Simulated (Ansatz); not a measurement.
**SrO (Fm-3m), a vibration from a frozen displacement**

Theory: Ansatz 0.2.0, DFT PBE, scalar-relativistic, plane waves, PAW. Settings: plane waves to 420 eV, k-mesh 8×8×8 (Γ-centred), Gaussian smearing 0.05 eV. No spin polarisation. Energies are free energies at this smearing, counted from the undisturbed cell; pressure is positive in compression.

Reference structure (as given, not relaxed at this level; it stands at 2.9 GPa):

```yaml
crystal:
  lattice:
    - [0.00000, 2.56980, 2.56980]
    - [2.56980, 0.00000, 2.56980]
    - [2.56980, 2.56980, 0.00000]
  atoms:
    - { symbol: Sr, position: [0.00000, 0.00000, 0.00000] }
    - { symbol: O, position: [0.50000, 0.50000, 0.50000] }
```

Every Sr atom is moved by x along the Cartesian unit vector (0.577, 0.577, 0.577); the cell and all other atoms stay fixed. The cell's volume is 33.94 Å³; the moved atoms weigh 87.620 u together and the others 15.999 u. Some rows repeat others by symmetry and weren't run.

```csv
x (Å),ΔE (meV/cell),total force on the moved atoms along the move (eV/Å),pressure (GPa)
-0.5000,305.51,1.3127,9.3951
-0.4375,229.38,1.1232,7.8813
-0.3750,165.06,0.9360,6.5587
-0.3125,112.25,0.7553,5.4378
-0.2500,70.43,0.5846,4.5241
-0.1875,38.93,0.4250,3.8183
-0.1250,17.07,0.2761,3.3187
-0.0625,4.23,0.1358,3.0211
0.0000,0.00,0.0000,2.9223
0.0625,4.23,-0.1358,3.0211
0.1250,17.07,-0.2761,3.3187
0.1875,38.93,-0.4250,3.8183
0.2500,70.43,-0.5846,4.5241
0.3125,112.25,-0.7553,5.4378
0.3750,165.06,-0.9360,6.5587
0.4375,229.38,-1.1232,7.8813
0.5000,305.51,-1.3127,9.3951
```

Task: What frequency belongs to this motion?

Result: The force constant is k = −dF/dx = 2.173 eV/Å², from the parabola through x = -0.0625, 0 and 0.0625. In every cell the moved atoms swing against the rest, so the mass is μ = m₁m₂/(m₁ + m₂) = 13.529 u, and ν̃ = 521.5 cm⁻¹ × √(|k|/μ) = 209 cm⁻¹, at this cell's pressure of 2.9 GPa. To first order in x, and within 1 %, the force on every atom lies along the move and, within each of the two groups, in proportion to the atom's mass, so this is itself a mode at the zone centre of this cell, taken without macroscopic field (the transverse frequency in a polar insulator).

Task: How far does the harmonic law reach?

Result: At x = -0.500 Å, kx²/2 = 271.59 meV against the computed 305.51 meV (+12.5 %): the well stiffens in this direction at large amplitude.

Task: The pressure changes with x². What does that say about the frequency under compression?

Result: With E = k(V)x²/2, k ∝ V^(−2γ) and x scaling with the cell as V^(1/3), P − P0 = −∂E/∂V = (2γ − 2/3) ΔE/V. At x = 0.1250 Å, V(P − P0) = 33.94 × 0.39642 / 160.2 eV = 83.98 meV and ΔE = 17.07 meV, so γ = 1/3 + V(P − P0)/(2ΔE) = 2.79. This is the Grüneisen parameter of the motion under uniform scaling of the cell: shrinking the cell evenly by 1 % in volume raises the frequency by about 2.79 %.